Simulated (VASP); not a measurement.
## Relaxed cell of SiNi: a test of cutoff and mesh

How far does the relaxed cell of SiNi depend on cutoff and k mesh? The starting structure is a computed structure from the Materials Project. The first relaxation on each setting starts from this cell expanded by 3 % in volume.

Method: Kohn-Sham DFT with plane waves and PAW; PBEsol, in VASP 6.6.1.

## 1. The structure

It takes space group Pmmn (No. 59, orthorhombic). The conventional cell has a = 2.943 Å, b = 3.280 Å, c = 4.677 Å, α = 90.00°, β = 90.00°, γ = 90.00°. Nearest to Ni lie 6 Si at 2.34 to 2.37 Å. Si has 6 Ni at 2.34 to 2.37 Å nearest. Farther neighbours are not listed.

Structure file:

```xyz
4
Lattice="2.9428 0.0000 0.0000 0.0000 3.2803 0.0000 0.0000 0.0000 4.6774" Properties=species:S:1:pos:R:3 pbc="T T T"
Ni    1.4714    1.6402    1.6020
Ni    0.0000    0.0000    3.0754
Si    1.4714    1.6402    3.9438
Si    0.0000    0.0000    0.7337
```

## 2. Reference relaxation

This run starts from the cell of an earlier relaxation, which isn't shown; the restart sets up the plane waves anew.

Contents of INCAR:

```
SYSTEM = SiNi
PREC = Accurate
ENCUT = 450
EDIFF = 1E-06
NELM = 100
ISMEAR = 0
SIGMA = 0.05
LREAL = .FALSE.
ALGO = Normal
GGA = PS
NBANDS = 22
ISPIN = 2
MAGMOM = 1 -1 0 0
LASPH = .TRUE.
LMAXMIX = 4
LORBIT = 11
LWAVE = .FALSE.
LCHARG = .FALSE.
KPAR = 8
IBRION = 2
NSW = 50
ISIF = 3
EDIFFG = -0.006
```

Contents of POSCAR:

```
SiNi
1.0
    2.9410805636      0.0000000000      0.0000000000
    0.0000000000      3.2843103860      0.0000000000
    0.0000000000      0.0000000000      4.6796652644
Ni Si
2 2
Direct
    0.5000000000      0.5000000000      0.3430110135
    0.0000000000      0.0000000000      0.6569889865
    0.5000000000      0.5000000000      0.8419820028
    0.0000000000      0.0000000000      0.1580179972
```

Contents of KPOINTS:

```
Automatic mesh
0
Gamma
12 10 8
0 0 0
```

Potentials, in the order of the species: Ni and Si (PBE family, release 64).

On the command line:

```sh
mpirun -np 8 vasp_std
```

Output:

```text
[banner, memory and clock lines left out]
running    8 mpi-ranks, on    1 nodes
 distrk:  each k-point on    1 cores,    8 groups
 distr:  one band on    1 cores,    1 groups

 POSCAR found type information on POSCAR NiSi
 POSCAR found :  2 types and       4 ions
|                                                                             |
|           W    W    AA    RRRRR   N    N  II  N    N   GGGG   !!!           |
|           W    W   A  A   R    R  NN   N  II  NN   N  G    G  !!!           |
|           W    W  A    A  R    R  N N  N  II  N N  N  G       !!!           |
|           W WW W  AAAAAA  RRRRR   N  N N  II  N  N N  G  GGG   !            |
|           WW  WW  A    A  R   R   N   NN  II  N   NN  G    G                |
|           W    W  A    A  R    R  N    N  II  N    N   GGGG   !!!           |
|                                                                             |
|     For optimal performance we recommend to set                             |
|       NCORE = 2 up to number-of-cores-per-socket                            |
|     NCORE specifies how many cores store one orbital (NPAR=cpu/NCORE).      |
|     This setting can greatly improve the performance of VASP for DFT.       |
|     The default, NCORE=1 might be grossly inefficient on modern             |
|     multi-core architectures or massively parallel machines. Do your        |
|     Unfortunately you need to use the default for GW and RPA                |
|     calculations (for HF NCORE is supported but not extensively tested      |
|     yet).                                                                   |
|                                                                             |

|                                                                             |
|               ----> ADVICE to this user running VASP <----                  |
|                                                                             |
|     You enforced a specific xc type in the INCAR file but a different       |
|     [... a line on the potential file left out ...]
|     I HOPE YOU KNOW WHAT YOU ARE DOING!                                     |
|                                                                             |

 LDA part: xc-table for (Slater+PW92), standard interpolation
 POSCAR, INCAR and KPOINTS ok, starting setup
 FFT: planning ... GRIDC
 FFT: planning ... GRID_SOFT
 FFT: planning ... GRID
 WAVECAR not read
 entering main loop
       N       E                     dE             d eps       ncg     rms          rms(c)
DAV:   1     0.131603647741E+03    0.13160E+03   -0.11173E+04 18504   0.135E+03
DAV:   2    -0.222908331863E+02   -0.15389E+03   -0.14507E+03 18768   0.271E+02
DAV:   3    -0.294570982601E+02   -0.71663E+01   -0.69941E+01 22226   0.701E+01
DAV:   4    -0.296146276072E+02   -0.15753E+00   -0.15734E+00 21112   0.954E+00
DAV:   5    -0.296194717784E+02   -0.48442E-02   -0.48436E-02 22854   0.176E+00    0.217E+01
DAV:   6    -0.350115215880E+02   -0.53920E+01   -0.64257E+01 21648   0.152E+02    0.275E+01
DAV:   7    -0.260024460694E+02    0.90091E+01   -0.22725E+01 21314   0.956E+01    0.421E+00
DAV:   8    -0.260096018252E+02   -0.71558E-02   -0.20476E+00 28014   0.152E+01    0.246E+00
DAV:   9    -0.259657699350E+02    0.43832E-01   -0.18475E-01 25008   0.625E+00    0.538E-01
DAV:  10    -0.259655859236E+02    0.18401E-03   -0.75574E-03 26562   0.139E+00    0.307E-01
DAV:  11    -0.259651147494E+02    0.47117E-03   -0.47975E-04 26274   0.236E-01    0.168E-01
DAV:  12    -0.259650345391E+02    0.80210E-04   -0.13363E-04 28196   0.196E-01    0.644E-02
DAV:  13    -0.259650316635E+02    0.28756E-05   -0.15394E-05 21992   0.409E-02    0.228E-02
DAV:  14    -0.259650292883E+02    0.23752E-05   -0.23209E-06 16014   0.238E-02    0.127E-02
DAV:  15    -0.259650279005E+02    0.13877E-05   -0.21087E-06 14852   0.163E-02    0.315E-03
DAV:  16    -0.259650278157E+02    0.84841E-07   -0.84930E-07 11232   0.786E-03
   1 F= -.25965028E+02 E0= -.25964566E+02  d E =-.259650E+02  mag=    -0.0000
 curvature:   0.00 expect dE= 0.000E+00 dE for cont linesearch  0.000E+00
 trial: gam= 0.00000 g(F)=  0.134E-05 g(S)=  0.316E-06 ort = 0.000E+00 (trialstep = 0.100E+01)
 search vector abs. value=  0.166E-05
 reached required accuracy - stopping structural energy minimisation
```

It took 24 s on 8 MPI ranks of Intel Xeon 6975P-C (Granite Rapids), shared host; peak memory 2.8 GiB.

The logs omit lines about the potential files and the build; timing stands in the text.

From OUTCAR (step 2):

```text
ion  position               nearest neighbor table
   1  0.500  0.500  0.343-   3 2.34   3 2.34   4 2.37   4 2.37   4 2.37   4 2.37   2 2.65   2 2.65
                             2 2.65   2 2.65
   2  0.000  0.000  0.657-   4 2.34   4 2.34   3 2.37   3 2.37   3 2.37   3 2.37   1 2.65   1 2.65
                             1 2.65   1 2.65
   3  0.500  0.500  0.842-   1 2.34   1 2.34   2 2.37   2 2.37   2 2.37   2 2.37   4 2.65   4 2.65
                             4 2.65   4 2.65
   4  0.000  0.000  0.158-   2 2.34   2 2.34   1 2.37   1 2.37   1 2.37   1 2.37   3 2.65   3 2.65
                             3 2.65   3 2.65

  LATTYP: Found a simple orthorhombic cell.
 ALAT       =     2.9410805636
 B/A-ratio  =     1.1167019451
 C/A-ratio  =     1.5911380743

 Subroutine GETGRP returns: Found  8 space group operations
 (whereof  4 operations were pure point group operations)

The static configuration has the point symmetry C_2v.
 The point group associated with its full space group is D_2h.

 Found    210 irreducible k-points:

   k-points           NKPTS =    210   k-points in BZ     NKDIM =    210   number of bands    NBANDS=     22

   dimension x,y,z NGX =    20 NGY =   24 NGZ =   32
   dimension x,y,z NGXF=    40 NGYF=   48 NGZF=   64

   ENCUT  =  450.0 eV  33.07 Ry    5.75 a.u.   5.09  5.68  8.09*2*pi/ulx,y,z

   NELECT =      28.0000    total number of electrons

 k-points in reciprocal lattice and weights: Automatic mesh
   0.00000000  0.00000000  0.00000000       0.001
   0.08333333  0.00000000  0.00000000       0.002
   0.16666667  0.00000000  0.00000000       0.002
   0.25000000  0.00000000  0.00000000       0.002
   0.33333333  0.00000000  0.00000000       0.002
   0.41666667  0.00000000  0.00000000       0.002
   0.50000000  0.00000000  0.00000000       0.001
   0.00000000  0.10000000  0.00000000       0.002
   0.08333333  0.10000000  0.00000000       0.004
[...]
0.41666667  0.50000000  0.50000000       0.002
   0.50000000  0.50000000  0.50000000       0.001

 average (electrostatic) potential at core
       1 -80.3174       2 -80.3174       3 -78.1582       4 -78.1582

 E-fermi :  11.5767

 spin component 1
 k-point     1 :       0.0000    0.0000    0.0000
  band No.  band energies     occupation
    ...
     10       8.8853      1.00000
     11       9.2721      1.00000
     12       9.5629      1.00000
     13       9.5909      1.00000
     14      10.2496      1.00000
     15      12.9209      0.00000
     16      14.3536      0.00000
     17      16.8024      0.00000
     18      17.2255      0.00000
     19      18.9338      0.00000
    ...

 k-point     2 :       0.0833    0.0000    0.0000
  band No.  band energies     occupation
    ...
     10       9.0452      1.00000
     11       9.2168      1.00000
     12       9.3296      1.00000
     13       9.5670      1.00000
     14      10.6681      1.00000
     15      12.1357      0.00000
     16      14.4443      0.00000
     17      16.8990      0.00000
     18      18.1485      0.00000
     19      18.1609      0.00000
    ...

 k-point     3 :       0.1667    0.0000    0.0000
  band No.  band energies     occupation
    ...
     11       9.2083      1.00000
     12       9.3512      1.00000
     13       9.5817      1.00000
     14      11.0441      1.00000
     15      11.3675      1.00000
     16      14.6902      0.00000
     17      16.7361      0.00000
     18      17.1643      0.00000
     19      17.5566      0.00000
     20      19.9932      0.00000
    ...

 k-point     4 :       0.2500    0.0000    0.0000
  band No.  band energies     occupation
    ...
     10       8.6358      1.00000
     11       9.1901      1.00000
     12       9.2884      1.00000
     13       9.7268      1.00000
     14      10.4884      1.00000
     15      12.1590      0.00000
     16      15.0198      0.00000
     17      15.3588      0.00000
     18      16.2046      0.00000
     19      17.4651      0.00000
    ...

 k-point     5 :       0.3333    0.0000    0.0000
  band No.  band energies     occupation
    ...
     10       8.8313      1.00000
     11       9.0071      1.00000
     12       9.2732      1.00000
     13       9.8748      1.00000
     14      10.2613      1.00000
     15      13.0351      0.00000
     16      14.2668      0.00000
     17      14.5741      0.00000
     18      15.9474      0.00000
     19      17.2618      0.00000
    ...

 k-point     6 :       0.4167    0.0000    0.0000
  band No.  band energies     occupation
    ...
     10       8.9517      1.00000
     11       9.0146      1.00000
     12       9.1654      1.00000
     13       9.9699      1.00000
     14      10.1104      1.00000
     15      13.5821      0.00000
     16      13.7356      0.00000
     17      14.0098      0.00000
     18      16.2575      0.00000
     19      16.6817      0.00000
    ...

  Total       -0.0003180      0.0044527     -0.0025076      0.0000000      0.0000000      0.0000000
  in kB       -0.0112729      0.1578230     -0.0888803      0.0000000      0.0000000      0.0000000
  external PRESSURE =       0.0192233 kB  Pullay stress =       0.0000000 kB

  energy-cutoff  :      450.00
  volume of cell :       45.20
      direct lattice vectors                 reciprocal lattice vectors
     2.941080564  0.000000000  0.000000000     0.340011087  0.000000000  0.000000000
     0.000000000  3.284310386  0.000000000     0.000000000  0.304477922  0.000000000
     0.000000000  0.000000000  4.679665264     0.000000000  0.000000000  0.213690498

 POSITION                                       TOTAL-FORCE (eV/Angst)
 -----------------------------------------------------------------------------------
      1.47054      1.64216      1.60518         0.000000      0.000000     -0.002656
      0.00000      0.00000      3.07449         0.000000      0.000000      0.002656
      1.47054      1.64216      3.94019         0.000000      0.000000     -0.002624
      0.00000      0.00000      0.73947         0.000000      0.000000      0.002624
 -----------------------------------------------------------------------------------
    total drift:                               -0.000000      0.000000      0.000000

  FREE ENERGIE OF THE ION-ELECTRON SYSTEM (eV)
  ---------------------------------------------------
  free  energy   TOTEN  =       -25.9650278157 eV

  energy  without entropy=      -25.9641040951  energy(sigma->0) =      -25.96456596

 reached required accuracy - stopping structural energy minimisation

 total charge
# of ion       s       p       d       tot
------------------------------------------
    1        0.489   0.633   8.480   9.601
    2        0.489   0.633   8.480   9.601
    3        0.747   0.867   0.000   1.614
    4        0.747   0.867   0.000   1.614
--------------------------------------------------
tot          2.471   3.000  16.959  22.431

 magnetization (x)
# of ion       s       p       d       tot
------------------------------------------
    1       -0.000  -0.000   0.000   0.000
    2        0.000   0.000  -0.000  -0.000
    3        0.000   0.000   0.000   0.000
    4       -0.000  -0.000   0.000  -0.000
--------------------------------------------------
tot          0.000   0.000   0.000   0.000

[... 1 further part left out ...]
```

CONTCAR:

```
SiNi
   1.00000000000000
     2.9410805635999999    0.0000000000000000    0.0000000000000000
     0.0000000000000000    3.2843103860000000    0.0000000000000000
     0.0000000000000000    0.0000000000000000    4.6796652643999996
  Ni              Si
     2     2
Direct
     0.5000000000000000    0.5000000000000000    0.3430110135000035
     0.0000000000000000    0.0000000000000000    0.6569889864999965
     0.5000000000000000    0.5000000000000000    0.8419820028000018
     0.0000000000000000    0.0000000000000000    0.1580179971999982
```

The moments of the start collapse, so the state is non-magnetic; other starts or orders were not tried. The PAW data sets were made with PBE, which is usual practice but a small mismatch for other functionals. The run keeps the 8 symmetry operations of its start, so it cannot find a distortion of lower symmetry.

The reference relaxation ends at 11.301 Å³ an atom. Pressures at 0.985 and 1.015 times this volume, from two more relaxations that aren't shown, give a bulk modulus of 189.7 GPa.

## 3. Relaxation with a cutoff of 270 eV

Against step 2 the input has ENCUT = 270. This run starts from the cell of an earlier relaxation, which isn't shown; the restart sets up the plane waves anew.

Changes to INCAR since step 2:

```diff
@@ -2,3 +2,3 @@
 PREC = Accurate
-ENCUT = 450
+ENCUT = 270
 EDIFF = 1E-06
```

Contents of POSCAR:

```
SiNi
1.0
    2.9330866941      0.0000000000      0.0000000000
    0.0000000000      3.2763203449      0.0000000000
    0.0000000000      0.0000000000      4.6713720332
Ni Si
2 2
Direct
    0.5000000000      0.5000000000      0.3434180083
    0.0000000000      0.0000000000      0.6565819917
    0.5000000000      0.5000000000      0.8422504663
    0.0000000000      0.0000000000      0.1577495337
```

KPOINTS is that of step 2.

On the command line:

```sh
mpirun -np 8 vasp_std
```

Output:

```text
[banner, memory and clock lines left out]
running    8 mpi-ranks, on    1 nodes
[...]
[... a notice as in an earlier step ...]

 [... a notice as in an earlier step ...]

 LDA part: xc-table for (Slater+PW92), standard interpolation
 POSCAR, INCAR and KPOINTS ok, starting setup
[...]
entering main loop
       N       E                     dE             d eps       ncg     rms          rms(c)
DAV:   1     0.935038015585E+02    0.93504E+02   -0.78713E+03 18528   0.872E+02
DAV:   2    -0.251699643408E+02   -0.11867E+03   -0.11188E+03 19260   0.215E+02
DAV:   3    -0.294907927426E+02   -0.43208E+01   -0.42597E+01 22412   0.477E+01
DAV:   4    -0.295666636032E+02   -0.75871E-01   -0.75824E-01 20574   0.629E+00
[...]
DAV:  14    -0.259289210757E+02    0.24798E-05   -0.22799E-06 15454   0.225E-02    0.106E-02
DAV:  15    -0.259289198793E+02    0.11964E-05   -0.18199E-06 13554   0.131E-02    0.291E-03
DAV:  16    -0.259289197870E+02    0.92349E-07   -0.68157E-07 10668   0.756E-03
   1 F= -.25928920E+02 E0= -.25928458E+02  d E =-.259289E+02  mag=    -0.0000
[... from here on, the cycles between the ionic steps are left out ...]
   2 F= -.25928744E+02 E0= -.25928280E+02  d E =0.176206E-03  mag=    -0.0000
   3 F= -.25929209E+02 E0= -.25928746E+02  d E =-.288900E-03  mag=    -0.0000
   4 F= -.25929207E+02 E0= -.25928745E+02  d E =-.287098E-03  mag=     0.0000
   5 F= -.25929206E+02 E0= -.25928744E+02  d E =-.286019E-03  mag=    -0.0000
   6 F= -.25929217E+02 E0= -.25928754E+02  d E =-.116284E-04  mag=    -0.0000
 trial-energy change:   -0.000012  1 .order   -0.000011   -0.000018   -0.000004
 step:   1.1118(harm=  1.1118)  dis= 0.00018  next Energy=   -25.929217 (dE=-0.112E-04)
 reached required accuracy - stopping structural energy minimisation
```

Run time: 34 s. Hardware: 8 MPI ranks; peak memory 1.9 GiB.

Parts of OUTCAR (step 3):

```text
  Total       -0.0126198      0.0034198     -0.0006197      0.0000000      0.0000000      0.0000000
  in kB       -0.4516713      0.1223981     -0.0221807      0.0000000      0.0000000      0.0000000
  external PRESSURE =      -0.1171513 kB  Pullay stress =       0.0000000 kB

 POSITION                                       TOTAL-FORCE (eV/Angst)
 -----------------------------------------------------------------------------------
      1.46477      1.63664      1.60321         0.000000      0.000000      0.000079
      0.00000      0.00000      3.06508         0.000000      0.000000     -0.000079
      1.46477      1.63664      3.93196         0.000000      0.000000      0.000885
      0.00000      0.00000      0.73633         0.000000      0.000000     -0.000885
 -----------------------------------------------------------------------------------
    total drift:                                0.000000      0.000000     -0.000000

  FREE ENERGIE OF THE ION-ELECTRON SYSTEM (eV)
  ---------------------------------------------------
  free  energy   TOTEN  =       -25.9292174345 eV

  energy  without entropy=      -25.9282913127  energy(sigma->0) =      -25.92875437

 magnetization (x)
# of ion       s       p       d       tot
------------------------------------------
    1       -0.000  -0.000  -0.000  -0.000
    2        0.000   0.000   0.000   0.000
    3        0.000  -0.000   0.000   0.000
    4       -0.000   0.000   0.000  -0.000
--------------------------------------------------
tot          0.000   0.000   0.000   0.000

[... 2 parts as in an earlier step ...]

[... 2 further parts left out ...]
[key lines of the parts left out:]
E-fermi :  11.7365
```

With a cutoff of 270 eV the cell ends at 11.191 Å³ an atom, -0.97 % from the reference; the bulk modulus is 195.0 GPa against 189.7 GPa.

(Part 1 of 2 ends here.)

[Lines on the potential files, build, host, timing and source positions are cut from VASP's logs without a mark.]

[Logs are printed without paths, hosts, clocks, repeated set-up lines and the standing remarks that a program may print on its own settings, such as how far it seeks lower states.]

[Hosts, paths, dates, database ids (printed as entryN), source tags and the programs' standing remarks are cut or masked in the printed files.]
